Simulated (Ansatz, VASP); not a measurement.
One calculation of NaF, two programs

Contents of POSCAR:

```
NaF
1.0
    0.0000000000      2.5312613597      2.5312613597
    2.5312613597      0.0000000000      2.5312613597
    2.5312613597      2.5312613597      0.0000000000
Na F
1 1
Direct
    0.0000000000      0.0000000000      0.0000000000
    0.2500000000      0.2500000000      0.2500000000
```

File INCAR.step1:

```
  PREC = Accurate
  ENCUT = 520
  EDIFF = 1E-5
  ISMEAR = 0
  SIGMA = 0.01
  LREAL = False
  LASPH = True
  NELM = 100
  ALGO = Normal
  ISIF = 2
  LWAVE = True
  GGA = PE
  NBANDS = 14
```

File INCAR.step2:

```
  PREC = Accurate
  ENCUT = 520
  EDIFF = 1E-6
  ISMEAR = 0
  SIGMA = 0.01
  LREAL = False
  LASPH = True
  NELM = 100
  ALGO = Normal
  ISIF = 2
  LWAVE = False
  LCHARG = True
  GGA = PE
  LHFCALC = True
  HFSCREEN = 0.2079
  PRECFOCK = Normal
  LELF = True
  LVHAR = True
  ISTART = 1
  NBANDS = 14
```

Contents of KPOINTS:

```
Automatic mesh
0
Gamma
  4 4 4
```

Input for Ansatz:

```yaml
crystal:
  lattice:
    - [0.0, 2.5312613597, 2.5312613597]
    - [2.5312613597, 0.0, 2.5312613597]
    - [2.5312613597, 2.5312613597, 0.0]
  atoms:
    - { symbol: Na, position: [0.0, 0.0, 0.0] }
    - { symbol: F, position: [0.25, 0.25, 0.25] }
kpoints:
  mp_grid: { grid: [4, 4, 4] }
hamiltonian:
  xc: hse06
scf:
  occupations: { method: fixed }
  n_extra_bands: 4
output:
  forces: true
  stress: true
  eigenvalues: true
```

The cell was built by a generator and needn't be a form met in nature.

Alike in both runs: task single point; functional HSE06; k mesh 4 × 4 × 4; no spin polarisation.

```csv
,VASP,Ansatz
version,VASP 6.6.1,Ansatz 0.2.0
potentials or method,"VASP PAW PBE potentials, release 64 (Na_pv, F)","plane waves, PAW"
plane-wave cutoff (eV),520,420
occupations,"gaussian, width 0.01 eV",fixed
valence electrons in the cell,14,16
```

|  | VASP | Ansatz | Ansatz less VASP |
| --- | --- | --- | --- |
| gap on the k mesh at the Fermi level (eV) | 7.64 | 7.66 | +0.028 |
| pressure (GPa) | 0.9 | 0.7 | -0.14 |

The two sets of potentials don't hold the same shells in valence. Ansatz warned: «stress_exchange_threshold_loose».

Caveats: the k mesh is coarse (spacing up to 0.54 Å⁻¹), so the values aren't converged, least of all with exact exchange; the PAW data sets were made with another functional, which shifts forces and pressure a little (VASP).
